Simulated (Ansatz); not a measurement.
# Relaxing PbSe₂

Computed with DFT r2SCAN, scalar-relativistic, plane waves, PAW (Ansatz 0.2.0). Cutoff 500 eV, Γ-centred k mesh, Gaussian smearing, no spin polarisation in the final step.

PbSe₂ was placed on the MoSi2 (C11b) structure type (I4/mmm, No. 139), with Pb in place of Mo, Se in place of Si, at a guessed volume.

```yaml
crystal:
  lattice:
    - [-2.01663, 2.01663, 4.94704]
    - [2.01663, -2.01663, 4.94704]
    - [2.01663, 2.01663, -4.94704]
  atoms:
    - { symbol: Pb, position: [0.00000, 0.00000, 0.00000] }
    - { symbol: Se, position: [0.66500, 0.66500, 0.00000] }
    - { symbol: Se, position: [0.33500, 0.33500, 0.00000] }
```

Cell and atoms relax at zero pressure; the relaxation can't lower the symmetry of the start. After a coarse first stage the cell is made exact in the group found at 0.06 Å.

Formation energies are uncorrected and refer to the elements' standard structures at the same level.

Problem. What does it relax into?

Solution. It keeps I4/mmm (No. 139). The result has the MoSi2 (C11b) structure. Conventional cell: a = 4.145 Å, c = 10.409 Å. Pb has 8 Se at 3.17 Å, 2 Se at 4.00 Å and 4 Pb at 4.15 Å; around Se lie 1 Se at 2.42 Å.

```cif
data_structure
_symmetry_space_group_name_H-M 'I4/mmm'
_symmetry_Int_Tables_number 139
_cell_length_a 4.1455
_cell_length_b 4.1455
_cell_length_c 10.4087
_cell_angle_alpha 90.000
_cell_angle_beta 90.000
_cell_angle_gamma 90.000
_cell_volume 178.87
loop_
_atom_site_label
_atom_site_type_symbol
_atom_site_symmetry_multiplicity
_atom_site_Wyckoff_symbol
_atom_site_fract_x
_atom_site_fract_y
_atom_site_fract_z
_atom_site_occupancy
Pb1 Pb 2 a 0.00000 0.00000 0.00000 1
Se1 Se 4 e 0.50000 0.50000 0.11618 1
```

Problem. What are its volume, energy, density and gap?

Solution. The volume per atom is 29.8 Å³. The density is 6.8 g/cm³ and the energy over the elements is -0.277 eV/atom. The gap on the 12×12×12 mesh is 0.44 eV.

The final run used a 12×12×12 mesh on its 3-atom cell and 0.02 eV smearing. No dispersion correction is applied, so the spacing between layers, chains or molecules is poorly fixed, and with it the volume and density. Spin–orbit coupling is left out. Symmetry constrained the relaxation, so the result can be a saddle point.

Cost: 3 runs of about 4.3 core-minutes in all, on Arm Neoverse V1 (shared hosts).